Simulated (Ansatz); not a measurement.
**Band table of SnTe (zincblende type)**

```xyz
2
Lattice="0.0000 3.6063 3.6063 3.6063 0.0000 3.6063 3.6063 3.6063 0.0000" Properties=species:S:1:pos:R:3 pbc="T T T"
Sn    0.0000    0.0000    0.0000
Te    1.8031    1.8031    1.8031
```

The cell comes from a relaxation on PAW files under the same functional, begun from a prototype that needn't be the stable phase.

All numbers are PBE results (scalar-relativistic) from Ansatz 0.2.0, with a Γ-centred 12×12×12 k mesh, Fermi–Dirac smearing of 0.08 eV, no spin polarisation. Methods: LAPW: all electrons, basis error target 1 meV/atom.

Spin–orbit coupling is left out, which matters for the heavy atoms.

Path points, in fractions of the reciprocal vectors: Γ (0.000, 0.000, 0.000), X (-0.500, -0.500, 0.000), U (-0.375, -0.375, 0.250), K (-0.375, 0.000, 0.375), L (0.000, 0.000, 0.500), W (-0.500, -0.250, 0.250). The distance column jumps between branches of the path. Levels in eV from the valence-band top; bands 14 to 26, counted from the lowest band of the run. The gap is 0.08 eV, the pressure 0.02 GPa.

```
# k(1/Å) point b14 b15 b16 b17 b18 b19 b20 b21 b22 b23 b24 b25 b26
0.000 Γ -21.84 -21.84 -21.84 -21.84 -21.84 -11.59 -5.21 -1.98 -1.98 -1.98 0.97 0.97 0.97
0.124 - -21.84 -21.84 -21.84 -21.84 -21.84 -11.56 -5.36 -2.07 -2.07 -1.83 0.87 1.12 1.12
0.249 - -21.84 -21.84 -21.84 -21.84 -21.84 -11.47 -5.72 -2.30 -2.30 -1.48 0.64 1.51 1.51
0.373 - -21.85 -21.84 -21.84 -21.84 -21.84 -11.34 -6.18 -2.56 -2.56 -1.11 0.41 2.04 2.04
0.498 - -21.85 -21.84 -21.84 -21.84 -21.84 -11.17 -6.64 -2.81 -2.81 -0.85 0.26 2.63 2.63
0.622 - -21.85 -21.84 -21.84 -21.84 -21.84 -11.01 -7.04 -3.01 -3.01 -0.74 0.17 3.21 3.21
0.747 - -21.85 -21.84 -21.84 -21.84 -21.83 -10.87 -7.31 -3.13 -3.13 -0.72 0.11 3.68 3.68
0.871 X -21.85 -21.84 -21.84 -21.84 -21.83 -10.82 -7.41 -3.17 -3.17 -0.71 0.08 3.86 3.86
0.915 - -21.85 -21.84 -21.84 -21.84 -21.83 -10.82 -7.41 -3.19 -3.17 -0.70 0.10 3.83 3.85
0.959 - -21.85 -21.84 -21.84 -21.84 -21.83 -10.82 -7.40 -3.23 -3.15 -0.65 0.17 3.75 3.79
1.003 - -21.85 -21.84 -21.84 -21.84 -21.83 -10.82 -7.40 -3.30 -3.13 -0.60 0.28 3.63 3.71
1.047 - -21.85 -21.84 -21.84 -21.84 -21.84 -10.82 -7.40 -3.37 -3.11 -0.56 0.44 3.49 3.60
1.091 - -21.85 -21.84 -21.84 -21.84 -21.84 -10.83 -7.39 -3.45 -3.07 -0.54 0.65 3.34 3.46
1.135 - -21.85 -21.84 -21.84 -21.84 -21.84 -10.83 -7.38 -3.51 -3.03 -0.53 0.88 3.19 3.31
1.179 U -21.85 -21.84 -21.84 -21.84 -21.84 -10.84 -7.36 -3.56 -2.98 -0.53 1.12 3.05 3.15
1.713 K -21.85 -21.84 -21.84 -21.84 -21.84 -10.84 -7.36 -3.56 -2.98 -0.53 1.12 3.05 3.15
1.845 - -21.85 -21.84 -21.84 -21.84 -21.84 -10.90 -7.25 -3.60 -2.81 -0.64 1.71 2.65 2.67
1.977 - -21.85 -21.84 -21.84 -21.84 -21.84 -11.01 -7.04 -3.46 -2.60 -0.85 1.83 2.16 2.40
2.109 - -21.85 -21.84 -21.84 -21.84 -21.84 -11.16 -6.70 -3.16 -2.39 -1.13 1.56 1.74 2.27
2.241 - -21.85 -21.84 -21.84 -21.84 -21.84 -11.32 -6.26 -2.78 -2.21 -1.42 1.25 1.40 2.01
2.373 - -21.84 -21.84 -21.84 -21.84 -21.84 -11.46 -5.78 -2.38 -2.08 -1.68 1.05 1.16 1.56
2.505 - -21.84 -21.84 -21.84 -21.84 -21.84 -11.55 -5.37 -2.09 -2.00 -1.89 0.98 1.02 1.14
2.637 Γ -21.84 -21.84 -21.84 -21.84 -21.84 -11.59 -5.21 -1.98 -1.98 -1.98 0.97 0.97 0.97
2.744 - -21.84 -21.84 -21.84 -21.84 -21.84 -11.57 -5.32 -2.01 -2.01 -1.94 1.01 1.03 1.03
2.852 - -21.84 -21.84 -21.84 -21.84 -21.84 -11.50 -5.62 -2.10 -2.10 -1.88 1.15 1.18 1.18
2.960 - -21.84 -21.84 -21.84 -21.84 -21.84 -11.40 -6.00 -2.22 -2.22 -1.88 1.37 1.37 1.48
3.068 - -21.85 -21.84 -21.84 -21.84 -21.84 -11.28 -6.39 -2.34 -2.34 -1.93 1.55 1.55 1.99
3.175 - -21.85 -21.84 -21.84 -21.84 -21.84 -11.17 -6.73 -2.43 -2.43 -2.00 1.69 1.69 2.59
3.283 - -21.85 -21.84 -21.84 -21.84 -21.84 -11.08 -6.96 -2.49 -2.49 -2.06 1.76 1.76 3.14
3.391 L -21.85 -21.84 -21.84 -21.84 -21.84 -11.04 -7.04 -2.51 -2.51 -2.08 1.78 1.78 3.38
3.479 - -21.85 -21.84 -21.84 -21.84 -21.84 -11.03 -7.06 -2.76 -2.54 -1.80 1.75 1.84 3.32
3.567 - -21.85 -21.84 -21.84 -21.84 -21.84 -11.01 -7.09 -3.07 -2.61 -1.38 1.67 2.02 3.16
3.655 - -21.85 -21.84 -21.84 -21.84 -21.84 -10.96 -7.16 -3.32 -2.74 -0.97 1.59 2.26 2.98
3.743 - -21.85 -21.84 -21.84 -21.84 -21.84 -10.91 -7.23 -3.47 -2.89 -0.61 1.51 2.37 2.95
3.831 - -21.85 -21.84 -21.84 -21.84 -21.84 -10.87 -7.31 -3.52 -3.06 -0.30 1.44 2.29 3.07
3.919 - -21.85 -21.84 -21.84 -21.84 -21.84 -10.83 -7.37 -3.50 -3.23 -0.08 1.36 2.22 3.10
4.007 W -21.85 -21.84 -21.84 -21.84 -21.84 -10.82 -7.39 -3.43 -3.34 0.00 1.32 2.21 3.09
4.069 - -21.85 -21.84 -21.84 -21.84 -21.84 -10.82 -7.39 -3.42 -3.34 -0.04 1.19 2.36 3.13
4.131 - -21.85 -21.84 -21.84 -21.84 -21.84 -10.82 -7.39 -3.39 -3.31 -0.15 0.93 2.67 3.25
4.194 - -21.85 -21.84 -21.84 -21.84 -21.84 -10.82 -7.39 -3.34 -3.28 -0.29 0.66 3.02 3.42
4.256 - -21.85 -21.84 -21.84 -21.84 -21.84 -10.82 -7.40 -3.28 -3.24 -0.45 0.42 3.35 3.59
4.318 - -21.85 -21.84 -21.84 -21.84 -21.83 -10.82 -7.40 -3.23 -3.21 -0.59 0.24 3.62 3.73
4.380 - -21.85 -21.84 -21.84 -21.84 -21.83 -10.82 -7.41 -3.19 -3.18 -0.68 0.12 3.80 3.83
4.443 X -21.85 -21.84 -21.84 -21.84 -21.83 -10.82 -7.41 -3.17 -3.17 -0.71 0.08 3.86 3.86
```
